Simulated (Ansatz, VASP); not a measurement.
# Os in VASP and in Ansatz

```
Os
1.0
     2.73060    0.00000    0.00000
    -1.36530    2.36477    0.00000
     0.00000    0.00000    4.42357
Os
2
Cartesian
  0.0000 1.5765 1.1059
  1.3653 0.7883 3.3177
```

Alike in both runs: task single point; functional PBE; k mesh 11 × 11 × 6; occupations fermi-dirac, width 0.0816 eV; no spin polarisation.

```csv
,VASP,Ansatz
version,VASP 6.6.1,Ansatz 0.2.0
potentials or method,"VASP PAW PBE potentials, release 64 (Os), cutoff 520 eV","all-electron LAPW, scalar-relativistic"
```

```tsv
	VASP	Ansatz	Ansatz less VASP
pressure (GPa)	-0.3	-0.1	+0.13
largest component of the traceless stress (GPa)	9.05	9.04	-0.006
```

Ansatz ran all-electron here, so the differences hold the error of VASP's frozen core and of both bases.

Spin-orbit coupling is left out, which matters for the levels of Os.
